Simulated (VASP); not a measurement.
# Pt (Fm-3m) in VASP: single point with PBE0

Aim: the single point of Pt with PBE0.

Everything below comes from runs of VASP 6.6.1. Logs are shortened: lines on timing, memory, paths and dates and some standing lists are left out, and cuts for length are marked.

## Step 1: Starting point

It takes space group Fm-3m (No. 225, cubic). The conventional cell has a = 3.917 Å, b = 3.917 Å, c = 3.917 Å, α = 90.00°, β = 90.00°, γ = 90.00°. Around Pt (site symmetry m-3m) lie 12 Pt at 2.77 Å.

## Step 2: Single point, PBE0

POSCAR reads:

```
Pt
1.0
    0.0000000000      1.9583100000      1.9583100000
    1.9583100000      0.0000000000      1.9583100000
    1.9583100000      1.9583100000      0.0000000000
Pt
1
Direct
    0.0000000000      0.0000000000      0.0000000000
```

INCAR.step1 reads:

```
PREC     = Accurate       # precision mode
ENCUT    = 520            # plane-wave cutoff, eV
EDIFF    = 1E-5           # SCF threshold, eV
ISMEAR   = 0              # smearing method
SIGMA    = 0.1            # smearing width, eV
LREAL    = F              # projectors in reciprocal space
LASPH    = T              # aspherical terms in the spheres
NELM     = 100            # most SCF steps
ALGO     = Normal         # electronic algorithm
ISIF     = 2              # what is computed and relaxed
LWAVE    = T              # write WAVECAR
LCHARG   = F              # write CHGCAR
NBANDS   = 11             # bands
GGA      = PE             # functional
```

INCAR.step2 reads:

```
PREC     = Accurate       # precision mode
ENCUT    = 520            # plane-wave cutoff, eV
EDIFF    = 1E-6           # SCF threshold, eV
ISMEAR   = 0              # smearing method
SIGMA    = 0.1            # smearing width, eV
LREAL    = F              # projectors in reciprocal space
LASPH    = T              # aspherical terms in the spheres
NELM     = 100            # most SCF steps
ALGO     = Normal         # electronic algorithm
ISIF     = 2              # what is computed and relaxed
LWAVE    = F              # write WAVECAR
LCHARG   = F              # write CHGCAR
GGA      = PE             # functional
LHFCALC  = T              # exact exchange
AEXX     = 0.25           # exact-exchange fraction
PRECFOCK = Fast         
HFRCUT   = -1           
NBANDS   = 11             # bands
ISTART   = 1
```

KPOINTS reads:

```
regular mesh
0
Gamma
  8 8 8
```

Potentials or basis: VASP PAW PBE potentials, release 64 (Pt).

Run with:

```bash
cat potpaw_PBE.64/Pt/POTCAR > POTCAR
cp INCAR.step1 INCAR
mpirun -np 1 vasp_std > vasp.out
cp INCAR.step2 INCAR
mpirun -np 1 vasp_std > vasp.out
```

OUTCAR:

```text
PREC = Accurate
   ENCUT = 520
   EDIFF = 1E-6
   ISMEAR = 0
   LREAL = F
   LASPH = T
   NELM = 100
   ISIF = 2
   GGA = PE
   LHFCALC = T
   AEXX = 0.25
   PRECFOCK = Fast
   ISTART = 1

 ion  position               nearest neighbor table
   1  0.000  0.000  0.000-

  LATTYP: Found a face centered cubic cell.
 ALAT       =     3.9166200000

  Lattice vectors:

 A1 = (   0.0000000000,   1.9583100000,   1.9583100000)
 A2 = (   1.9583100000,   0.0000000000,   1.9583100000)
 A3 = (   1.9583100000,   1.9583100000,   0.0000000000)

Analysis of symmetry for initial positions (statically):
=====================================================================
 Subroutine PRICEL returns:
 Original cell was already a primitive cell.

 Routine SETGRP: Setting up the symmetry group for a
 face centered cubic supercell.

 Subroutine GETGRP returns: Found 48 space group operations
 (whereof 48 operations were pure point group operations)
 out of a pool of 48 trial point group operations.

The static configuration has the point symmetry O_h .

Analysis of symmetry for dynamics (positions and initial velocities):
=====================================================================
 Subroutine PRICEL returns:
 Original cell was already a primitive cell.

 Routine SETGRP: Setting up the symmetry group for a
 face centered cubic supercell.

 Subroutine GETGRP returns: Found 48 space group operations
 (whereof 48 operations were pure point group operations)
 out of a pool of 48 trial point group operations.

The dynamic configuration has the point symmetry O_h .

 Subroutine INISYM returns: Found 48 space group operations
 (whereof 48 operations are pure point group operations),
 and found     1 'primitive' translations

----------------------------------------------------------------------------------------

                                     Primitive cell

  volume of cell :      15.0202

  direct lattice vectors                    reciprocal lattice vectors
     0.000000000  1.958310000  1.958310000    -0.255322191  0.255322191  0.255322191
     1.958310000  0.000000000  1.958310000     0.255322191 -0.255322191  0.255322191
     1.958310000  1.958310000  0.000000000     0.255322191  0.255322191 -0.255322191

  length of vectors
     2.769468561  2.769468561  2.769468561     0.442231007  0.442231007  0.442231007

  position of ions in fractional coordinates (direct lattice)
     0.000000000  0.000000000  0.000000000

  ion indices of the primitive-cell ions
   primitive index   ion index
                 1           1

----------------------------------------------------------------------------------------

 KPOINTS: regular mesh

Automatic generation of k-mesh.
 Grid dimensions read from file:
 generate k-points for:    8    8    8

 Generating k-lattice:

  Cartesian coordinates                     Fractional coordinates (reciprocal lattice)
    -0.031915274  0.031915274  0.031915274     0.125000000  0.000000000  0.000000000
     0.031915274 -0.031915274  0.031915274     0.000000000  0.125000000  0.000000000
     0.031915274  0.031915274 -0.031915274     0.000000000  0.000000000  0.125000000

  Length of vectors
     0.055278876  0.055278876  0.055278876

  Shift w.r.t. Gamma in fractional coordinates (k-lattice)
     0.000000000  0.000000000  0.000000000

 Subroutine IBZKPT returns following result:
 ===========================================

 Found     29 irreducible k-points:

 Following reciprocal coordinates:
            Coordinates               Weight
  0.000000  0.000000  0.000000      1.000000
  0.125000  0.000000  0.000000      8.000000
  0.250000  0.000000  0.000000      8.000000
  0.375000  0.000000  0.000000      8.000000
  0.500000  0.000000  0.000000      4.000000
  0.125000  0.125000  0.000000      6.000000
[... 16 lines left out ...]
  0.500000  0.250000  0.125000     48.000000
 -0.375000  0.250000  0.125000     24.000000
 [... further k-points ...]
   k-points           NKPTS =     29   k-points in BZ     NKDIM =    512   number of bands    NBANDS=     11
   number of dos      NEDOS =    301   number of ions     NIONS =      1
   total plane-waves  NPLWV =  13824
   dimension x,y,z NGX =    24 NGY =   24 NGZ =   24
   dimension x,y,z NGXF=    48 NGYF=   48 NGZF=   48
   ions per type =               1
   NGX,Y,Z   is equivalent  to a cutoff of  14.41, 14.41, 14.41 a.u.
   NGXF,Y,Z  is equivalent  to a cutoff of  28.81, 28.81, 28.81 a.u.
 SYSTEM =  unknown system
   PREC   = accura    normal or accurate (medium, high low for compatibility)
   ISTART =      1    job   : 0-new  1-cont  2-samecut
   ICHARG =      0    charge: 1-file 2-atom 10-const
   ISPIN  =      1    spin polarized calculation?
   LNONCOLLINEAR =      F non collinear calculations
   LSORBIT =      F    spin-orbit coupling
   LASPH  =      T    aspherical Exc in radial PAW
   ENCUT  =  520.0 eV  38.22 Ry    6.18 a.u.   5.15  5.15  5.15*2*pi/ulx,y,z
   NELM   =    100;   NELMIN=  2; NELMDL=  0     # of ELM steps
   EDIFF  = 0.1E-05   stopping-criterion for ELM
   LREAL  =      F    real-space projection
   EDIFFG = 0.1E-04   stopping-criterion for IOM
   NSW    =      0    number of steps for IOM
   IBRION =     -1    ionic relax: 0-MD 1-quasi-New 2-CG
   NFREE  =      0    steps in history (QN), initial steepest desc. (CG)
   ISIF   =      2    stress and relaxation
   ISYM   =      3    0-nonsym 1-usesym 2-fastsym
   POTIM  = 0.5000    time-step for ionic-motion
   TEBEG  =    0.0;   TEEND  =   0.0 temperature during run
   PSTRESS=    0.0 pullay stress
   NELECT =      10.0000    total number of electrons
   NUPDOWN=      -1.0000    fix difference up-down
   EMIN   =  10.00;   EMAX   =-10.00  energy-range for DOS
   EFERMI =   0.00;   METHOD = LEGACY
   ISMEAR =     0;   SIGMA  =   0.10  broadening in eV -4-tet -1-fermi 0-gaus
   EFERMI_NEDOS =   21; number of points for ismear=-14 and -15
   IALGO  =     38    algorithm
   IMIX   =      1    mixing-type and parameters
     AMIX     =   0.40;   BMIX     =  1.00
     AMIX_MAG =   1.60;   BMIX_MAG =  1.00
  volume/ion in A,a.u.               =      15.02       101.36
  Fermi-wavevector in a.u.,A,eV,Ry     =   1.429497  2.701359 27.803002  2.043463
  Thomas-Fermi vector in A             =   2.549445
   LORBIT       =      0    0 simple, 1 ext, 2 COOP (PROOUT), +10 PAW based schemes
   GGA     = PE    functional components
   LHFCALC =     T    Hartree Fock is set to
   PRECFOCK=fast      Normal, Fast or Accurate (Low or Medium for compatibility)
   ENCUT4O =  -1.0   cutoff for four orbital integrals eV
   NKREDX  =     1    reduce k-point grid by
   NKREDY  =     1    reduce k-point grid by
   NKREDZ  =     1    reduce k-point grid by
   AEXX    =    0.2500 exact exchange contribution
   HFSCREEN=    0.0000 screening length (either q_TF or 0.3 A-1)
   HFSCREENC=   0.0000 screening length for correlation (either q_TF or 0.3 A-1)
   ENCUTFOCK=  -1.0 apply spherical cutoff to Coloumb kernel
   IVDW    =     0    specifies the selected vdW correction
   LEPSILON=     F    determine dielectric tensor
   LRPA    =     F    only Hartree local field effects (RPA)
 non-spin polarized calculation
 Gauss-broadening in eV      SIGMA  =   0.10
  energy-cutoff  :      520.00
  volume of cell :       15.02
 maximum number of plane-waves:       415
 NGX is ok and might be reduce to    24
  NGX = 14; NGY = 14; NGZ = 14

 number of electron      10.0000000 magnetization

 Free energy of the ion-electron system (eV)
  ---------------------------------------------------
  ext. energy  EPLUGINS =         0.00000000
  ---------------------------------------------------
  free energy    TOTEN  =        -7.35532780 eV

  energy without entropy =       -7.35384224  energy(sigma->0) =       -7.35458502

 E-fermi :  10.5797     XC(G=0): -10.5857

 val. band max:       10.5402312654   @ k =  -0.3750   0.3750   0.0000
 cond. band min:      10.7243535305   @ k =   0.3750   0.2500   0.1250
 fundamental gap:      0.1841222651
 Fermi energy:        10.5797117348

 k-point     1 :       0.0000    0.0000    0.0000
  band No.  band energies     occupation
      1      -0.7098      2.00000
      2       5.9196      2.00000
      3       5.9197      2.00000
      4       5.9197      2.00000
      5       8.0652      2.00000
      6       8.0652      2.00000
      7      27.1369      0.00000
      8      32.3655      0.00000
      9      32.3655      0.00000
     10      32.3655      0.00000
     11      37.6788      0.00000

 k-point     2 :       0.1250    0.0000    0.0000
  band No.  band energies     occupation
      1      -0.0456      2.00000
      2       5.6684      2.00000
      3       6.1509      2.00000
      4       6.1509      2.00000
      5       7.9558      2.00000
      6       7.9558      2.00000
      7      28.0751      0.00000
      8      29.8000      0.00000
      9      33.3465      0.00000
     10      33.3465      0.00000
     11      39.2752      0.00000

 k-point     3 :       0.2500    0.0000    0.0000
  band No.  band energies     occupation
      1       1.5029      2.00000
      2       5.6689      2.00000
      3       6.2673      2.00000
      4       6.2673      2.00000
      5       8.4045      2.00000
      6       8.4045      2.00000
      7      25.8811      0.00000
      8      28.9828      0.00000
      9      35.6047      0.00000
     10      35.6047      0.00000
     11      36.4955      0.00000

 k-point     4 :       0.3750    0.0000    0.0000
  band No.  band energies     occupation
      1       2.1931      2.00000
      2       5.9169      2.00000
      3       5.9169      2.00000
      4       7.8439      2.00000
      5       9.7107      2.00000
      6       9.7107      2.00000
      7      21.2420      0.00000
      8      27.4065      0.00000
      9      33.3278      0.00000
     10      33.3278      0.00000
     11      39.4563      0.00000

 k-point     5 :       0.5000    0.0000    0.0000
  band No.  band energies     occupation
      1       2.1953      2.00000
      2       5.7452      2.00000
      3       5.7452      2.00000
      4      10.2109      2.00000
      5      10.9316      0.00000
      6      10.9316      0.00000
      7      18.1833      0.00000
      8      26.6618      0.00000
      9      31.8220      0.00000
     10      31.8220      0.00000
     11      41.4473      0.00000
[... 211 lines left out ...]
 k-point    21 :       0.5000    0.5000    0.0000
  band No.  band energies     occupation
      1       2.2712      2.00000
      2       2.8309      2.00000
      3       9.9797      2.00000
      4      11.6569      0.00000
      5      11.6569      0.00000
      6      13.2072      0.00000
      7      21.4761      0.00000
      8      23.8356      0.00000
      9      23.8356      0.00000
     10      32.9625      0.00000
     11      36.4020      0.00000

 k-point    22 :       0.3750    0.2500    0.1250
  band No.  band energies     occupation
      1       2.8811      2.00000
      2       4.4688      2.00000
      3       5.8041      2.00000
      4       7.7418      2.00000
      5       7.8314      2.00000
      6      10.7244      0.04080
      7      26.1497      0.00000
      8      28.4536      0.00000
      9      30.6657      0.00000
     10      32.9945      0.00000
     11      37.4466      0.00000

 k-point    23 :       0.5000    0.2500    0.1250
  band No.  band energies     occupation
      1       3.5850      2.00000
      2       4.9640      2.00000
      3       5.4430      2.00000
      4       7.3684      2.00000
      5       9.4505      2.00000
      6      13.4289      0.00000
      7      21.7366      0.00000
      8      27.0483      0.00000
      9      28.8372      0.00000
     10      33.3734      0.00000
     11      37.2603      0.00000

 k-point    24 :      -0.3750    0.2500    0.1250
  band No.  band energies     occupation
      1       3.5748      2.00000
      2       4.6931      2.00000
      3       6.4625      2.00000
      4       7.0521      2.00000
      5      10.2551      2.00000
      6      16.2399      0.00000
      7      17.8391      0.00000
      8      27.4255      0.00000
      9      27.6252      0.00000
     10      31.9658      0.00000
     11      39.2252      0.00000

 [... further k-points ...]

------------------------ aborting loop because EDIFF is reached ----------------------------------------

  FORCE on cell =-STRESS in cart. coord.  units (eV):
  Direction    XX          YY          ZZ          XY          YZ          ZX
  --------------------------------------------------------------------------------------
  -------------------------------------------------------------------------------------
  Total        0.0815402      0.0815402      0.0815402     -0.0000000     -0.0000000      0.0000000
  in kB        8.6977697      8.6977697      8.6977697     -0.0000000     -0.0000000      0.0000000
  external PRESSURE =       8.6977697 kB  Pullay stress =       0.0000000 kB

 VOLUME and BASIS-vectors are now :
 -----------------------------------------------------------------------------
  energy-cutoff  :      520.00
  volume of cell :       15.02
      direct lattice vectors                 reciprocal lattice vectors
     0.000000000  1.958310000  1.958310000    -0.255322191  0.255322191  0.255322191
     1.958310000  0.000000000  1.958310000     0.255322191 -0.255322191  0.255322191
     1.958310000  1.958310000  0.000000000     0.255322191  0.255322191 -0.255322191

 POSITION                                       TOTAL-FORCE (eV/Angst)
 -----------------------------------------------------------------------------------
      0.00000      0.00000      0.00000        -0.000000      0.000000      0.000000
 -----------------------------------------------------------------------------------
    total drift:                               -0.000000     -0.000000     -0.000000

  FREE ENERGIE OF THE ION-ELECTRON SYSTEM (eV)
  ---------------------------------------------------
  free  energy   TOTEN  =        -7.3553277985 eV

  energy  without entropy=       -7.3538422410  energy(sigma->0) =       -7.35458502
```

Wall time 15 min (1 thread of AMD EPYC 9R45 (Zen 5), shared host); peak memory 0.13 GiB.

Results:

```yaml
Free_energy: -7.3553 eV
Pressure: 0.9 GPa
Band_gap_on_the_k_mesh: none (metal or under the smearing width)
```

Levels at points of the mesh, in eV from the Fermi level:
| k point | band 3 | band 4 | band 5 | band 6 | band 7 | band 8 |
| --- | --- | --- | --- | --- | --- | --- |
| (0.00, 0.00, 0.00) | -4.66 | -4.66 | -2.51 | -2.51 | 16.56 | 21.79 |
| (0.50, 0.00, 0.00) | -4.83 | -0.37 | 0.35 | 0.35 | 7.60 | 16.08 |
| (0.50, 0.50, 0.00) | -0.60 | 1.08 | 1.08 | 2.63 | 10.90 | 13.26 |

Caveat: the PAW data sets were made with another functional, which shifts forces and pressure a little.
